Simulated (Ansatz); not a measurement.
## RbBr: short molecular dynamics at 800 K

Method: DFT PBE, scalar-relativistic, plane waves, PAW (Ansatz). Settings: plane waves to 420 eV, k-mesh 1×1×1 (Γ-centred), Fermi–Dirac smearing 0.069 eV. The mesh is coarse. No spin polarisation.

16 atoms, starting at 1.02 times the perfect crystal's volume (space group Fm-3m, the cell as given, not relaxed at this level); Langevin thermostat at 800 K (friction 0.02 fs⁻¹), fixed cell; 79 steps of 6 fs. The run is short and not equilibrated. The time step is on the long side.

First frame:

```
CELL_PARAMETERS angstrom
0.00000 6.90040 -6.90040
-6.90040 0.00000 -6.90040
-6.90040 6.90040 0.00000
ATOMIC_POSITIONS crystal
Rb 0.50000 0.50000 0.00000
Rb 0.00000 0.50000 0.00000
Rb 0.50000 0.00000 0.00000
Rb 0.00000 0.00000 0.00000
Rb 0.50000 0.50000 0.50000
Rb 0.00000 0.50000 0.50000
Rb 0.50000 0.00000 0.50000
Rb 0.00000 0.00000 0.50000
Br 0.75000 0.75000 0.25000
Br 0.25000 0.75000 0.25000
Br 0.75000 0.25000 0.25000
Br 0.25000 0.25000 0.25000
Br 0.75000 0.75000 0.75000
Br 0.25000 0.75000 0.75000
Br 0.75000 0.25000 0.75000
Br 0.25000 0.25000 0.75000
```

```yaml
Mean_temperature_over_the_second_half: 750 K
Mean_pressure_over_the_second_half_kinetic_part_included: 1.9 GPa
Mean_potential_energy_above_the_perfect_crystal_as_given_at_volume_ratio_1;_besides_heat_the_difference_comes_from_the_volume_2_%_larger_and_the_crystal's_own_pressure_of_1.3_GPa;_its_own_run_had_another_smearing_without_effect_beside_its_gap: 93 meV/atom
Mean-square_drift_of_Br_from_first_to_last_step_mean_shift_of_all_atoms_removed: 0.26 Å²
Mean-square_drift_of_Rb_from_first_to_last_step_mean_shift_of_all_atoms_removed: 0.21 Å²
```

Pair distribution functions g(r), second half of the run, up to half the cell's height:

| r (Å) | Br-Br | Br-Rb | Rb-Rb |
| --- | --- | --- | --- |
| 2.75 | 0.0 | 0.0 | 0.0 |
| 2.85 | 0.0 | 0.2 | 0.0 |
| 2.95 | 0.0 | 0.8 | 0.0 |
| 3.05 | 0.0 | 1.8 | 0.0 |
| 3.15 | 0.0 | 2.8 | 0.0 |
| 3.25 | 0.0 | 5.1 | 0.0 |
| 3.35 | 0.0 | 5.0 | 0.0 |
| 3.45 | 0.0 | 4.6 | 0.0 |
| 3.55 | 0.0 | 3.1 | 0.0 |
| 3.65 | 0.0 | 2.8 | 0.0 |
| 3.75 | 0.1 | 2.3 | 0.2 |
| 3.85 | 0.4 | 1.7 | 0.1 |

Along the run (potential energy from its first value; pressure with the kinetic part):

```
t (fs) T (K)  ΔE_pot (meV/atom) P (GPa)
   0.0    750                0.0      1.2
  18.0    794                5.2      1.3
  36.0    796               17.4      1.4
  54.0    580               34.6      1.5
  72.0    720               55.0      1.8
  90.0    902               76.4      2.1
 108.0    660               80.1      2.0
 126.0    678               79.1      1.9
 144.0   1093               82.5      2.0
 162.0    928               94.3      2.1
 180.0    670              107.4      2.1
 198.0    662              111.6      2.0
 216.0    798              114.1      2.1
 234.0    787              112.0      2.0
 252.0    564              116.7      2.0
 270.0    534              118.8      2.0
 288.0    742              116.2      2.1
 306.0    784              109.4      2.0
 324.0    844               99.7      1.9
 342.0    740               90.6      1.8
 360.0    731               85.6      1.8
 378.0    889               83.8      1.9
 396.0    811               84.8      1.9
 414.0    552               92.2      1.9
 432.0    533              102.3      2.0
 450.0    919               93.6      1.9
 468.0    736               88.9      1.7
```